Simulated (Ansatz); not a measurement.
Wanted: the native input for an Ansatz 0.2.0 run.

- Task: relaxation of cell and atoms
- Functional: revPBE
- Potentials or basis: Ansatz PAW
- Cutoff: 420 eV (not typed: the program's choice for these potentials)
- k mesh: 7 × 7 × 7
- Occupations: methfessel-paxton, width 0.1 eV
- Spin: spin-orbit coupling, no magnetisation

The system is HgTe.

```xyz
2
Lattice="0.0000 3.1800 3.1800 3.1800 0.0000 3.1800 3.1800 3.1800 0.0000" Properties=species:S:1:pos:R:3 pbc="T T T"
Hg    0.0000    0.0000    0.0000
Te    3.1800    3.1800    3.1800
```

Measurements of this composition are mostly on another form, of space group No. 216.

One way to write it, as run:

input.yaml

```yaml
crystal:
  lattice:
    - [0.0, 3.18, 3.18]
    - [3.18, 0.0, 3.18]
    - [3.18, 3.18, 0.0]
  atoms:
    - { symbol: Hg, position: [0.0, 0.0, 0.0] }
    - { symbol: Te, position: [0.5, 0.5, 0.5] }
hamiltonian:
  xc: revpbe
  pseudopotentials: { kind: paw_fr }
magnetization:
  noncollinear: true
  spin_orbit: true
kpoints:
  mp_grid: { grid: [7, 7, 7] }
scf:
  occupations: { method: methfessel_paxton, width: 0.1 }
output:
  forces: true
  stress: true
relax:
  f_tol: 0.01
  max_steps: 40
  cell: { stress_tol: 0.05 }
```

Potentials or basis: Ansatz PAW.

The run is started by

```bash
$ ansatz run input.yaml --threads 1 --pin off --max-ram 2560MiB --backend cpu --events-out ev --progress --plain --runs-dir out
```

Results of the run:

The relaxed volume is 29.69 Å³/atom and the relaxed cell is a = 4.379 Å, b = 4.379 Å, c = 4.379 Å, α = 60.00°, β = 60.00°, γ = 60.00°. The space group after relaxing (to 0.05 Å) is Fm-3m (No. 225) and the energy gained by relaxing is 21.5 meV/atom. The ionic steps are 4. The pressure after relaxing is 0.0 GPa.

Caveat: the plane-wave basis is chosen anew once the cell has moved, so the energies of steps on either side of that aren't comparable; the PAW data sets come from PBE, with cores solved anew for the run's functional, which leaves a small shift of forces and pressure.

Run time: 32 s on 1 thread of Intel(R) Xeon(R) CPU @ 2.60GHz (Ice Lake), on a shared host, peak memory 0.56 GiB.
